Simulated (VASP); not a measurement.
Computed with PBE GGA, VASP's PBE PAW potentials (set 64) (plane waves; VASP 6.6.1).

The input files of a VASP run:

File POSCAR:
```
InN
1
    1.7930213371    -3.1056041283     0.0000000000
    1.7930213371     3.1056041283     0.0000000000
    0.0000000000     0.0000000000     5.7833968605
In N
2 2
Direct
  0.6666670000   0.3333330000   0.4998532939
  0.3333330000   0.6666670000   0.9998532939
  0.6666670000   0.3333330000   0.8791467061
  0.3333330000   0.6666670000   0.3791467061
```

**INCAR**
```
SYSTEM = InN
PREC = Accurate
ENCUT = 520
EDIFF = 1E-6
NELM = 100
ALGO = Normal
LREAL = .FALSE.
LASPH = .TRUE.
ISMEAR = 1
SIGMA = 0.1
GGA = PE
LMAXMIX = 4
LWAVE = .FALSE.
LCHARG = .FALSE.
IBRION = 2
ISIF = 3
NSW = 60
EDIFFG = -0.02
```

File KPOINTS:
```
Regular mesh
0
G
  9 9 5
```

POTCAR, in this order: In_d N (PBE.64 set). Program: vasp_std.

The resulting files:

**OSZICAR**
```
       N       E                     dE             d eps       ncg     rms          rms(c)
DAV:   1     0.349186385163E+03    0.34919E+03   -0.18329E+04  1592   0.226E+03
DAV:   2     0.212226006236E+02   -0.32796E+03   -0.31933E+03  1644   0.486E+02
DAV:   3    -0.242960002324E+02   -0.45519E+02   -0.44801E+02  2136   0.185E+02
DAV:   4    -0.258323281127E+02   -0.15363E+01   -0.15294E+01  1960   0.365E+01
DAV:   5    -0.258779261146E+02   -0.45598E-01   -0.45572E-01  1992   0.600E+00    0.139E+01
DAV:   6    -0.213560870816E+02    0.45218E+01   -0.20902E+01  2734   0.592E+01    0.111E+01
DAV:   7    -0.214517357094E+02   -0.95649E-01   -0.22005E+00  1660   0.127E+01    0.329E+00
DAV:   8    -0.214209865941E+02    0.30749E-01   -0.25334E-01  2526   0.516E+00    0.185E+00
DAV:   9    -0.214121797394E+02    0.88069E-02   -0.62524E-02  2618   0.353E+00    0.485E-01
DAV:  10    -0.214094565671E+02    0.27232E-02   -0.13721E-02  2588   0.165E+00    0.153E-01
DAV:  11    -0.214102797646E+02   -0.82320E-03   -0.51333E-03  2370   0.590E-01    0.199E-01
DAV:  12    -0.214100461556E+02    0.23361E-03   -0.75834E-04  2450   0.347E-01    0.473E-02
DAV:  13    -0.214100270415E+02    0.19114E-04   -0.18474E-04  2412   0.102E-01    0.199E-02
DAV:  14    -0.214100297507E+02   -0.27092E-05   -0.99308E-06  1896   0.378E-02    0.673E-03
DAV:  15    -0.214100287713E+02    0.97936E-06   -0.31164E-06  1792   0.249E-02
   1 F= -.21410029E+02 E0= -.21410134E+02  d E =-.214100E+02
```

### OUTCAR
```
------------------------ aborting loop because EDIFF is reached ----------------------------------------
  FORCE on cell =-STRESS in cart. coord.  units (eV):
  Direction    XX          YY          ZZ          XY          YZ          ZX
  --------------------------------------------------------------------------------------
  Total       -0.0710374     -0.0710374      0.0447249      0.0000000      0.0000000     -0.0000000
  in kB       -1.7670682     -1.7670683      1.1125401      0.0000000      0.0000000     -0.0000000
  external PRESSURE =      -0.8071988 kB  Pullay stress =       0.0000000 kB
  volume of cell :       64.41
      direct lattice vectors                 reciprocal lattice vectors
     1.793021337 -3.105604128  0.000000000     0.278858924 -0.160999271  0.000000000
     1.793021337  3.105604128  0.000000000     0.278858924  0.160999271  0.000000000
     0.000000000  0.000000000  5.783396860     0.000000000  0.000000000  0.172908764
 POSITION                                       TOTAL-FORCE (eV/Angst)
 -----------------------------------------------------------------------------------
      1.79302     -1.03520      2.89085         0.000000     -0.000000      0.002363
      1.79302      1.03520      5.78255        -0.000000      0.000000      0.002363
      1.79302     -1.03520      5.08445        -0.000000     -0.000000     -0.002363
      1.79302      1.03520      2.19276        -0.000000      0.000000     -0.002363
 -----------------------------------------------------------------------------------
    total drift:                               -0.000000      0.001546      0.000003
  FREE ENERGIE OF THE ION-ELECTRON SYSTEM (eV)
  ---------------------------------------------------
  free  energy   TOTEN  =       -21.4100287713 eV

  energy  without entropy=      -21.4103437168  energy(sigma->0) =      -21.41013375

 reached required accuracy - stopping structural energy minimisation
```
(Selected blocks of OUTCAR.)

OUTCAR:
```
 val. band max:        6.0632111351   @ k =   0.0000   0.0000   0.0000

 cond. band min:       7.0149608629   @ k =   0.0000   0.0000   0.2000


 Fermi energy:         6.0632581510

 k-point     1 :       0.0000    0.0000    0.0000
  band No.  band energies     occupation
      1      -8.5577      2.00000
      2      -8.2536      2.00000
      3      -7.2598      2.00000
      4      -7.2457      2.00000
      5      -7.2456      2.00000
      6      -7.1834      2.00000
      7      -7.1834      2.00000
      8      -7.0020      2.00000
      9      -7.0020      2.00000
     10      -6.8711      2.00000
     11      -6.8711      2.00000
     12      -5.1892      2.00000
     13       0.5264      2.00000
     14       5.2334      2.00000
     15       5.2334      2.00000
     16       5.7023      2.00000
     17       6.0545      1.14834
     18       6.0632      1.00108
     19       6.0632      1.00080
     20       8.6838      0.00000
     21      12.8182      0.00000
     22      14.9608      0.00000

 k-point     2 :       0.1111   -0.0000    0.0000
  band No.  band energies     occupation
      1      -8.5577      2.00000
      2      -8.2832      2.00000
      3      -7.2446      2.00000
      4      -7.2261      2.00000
      5      -7.1688      2.00000
      6      -7.1561      2.00000
      7      -7.1002      2.00000
      8      -7.0119      2.00000
      9      -7.0026      2.00000
     10      -6.8903      2.00000
     11      -6.8680      2.00000
     12      -5.1135      2.00000
     13       0.6574      2.00000
     14       4.4953      2.00000
     15       4.7835      2.00000
     16       5.0466      2.00000
     17       5.9492      2.06850
     18       5.9713      2.02921
     19       7.0208     -0.00000
     20       9.3040      0.00000
     21      12.7495      0.00000
     22      14.0572      0.00000

 k-point     3 :       0.2222    0.0000    0.0000
  band No.  band energies     occupation
      1      -8.5642      2.00000
...
```

Unless said otherwise, spin-orbit coupling is left out, though it shifts the bands of the heavy elements here.

The compound is InN in the wurtzite structure. It was relaxed first. The start is the result of an earlier pass.
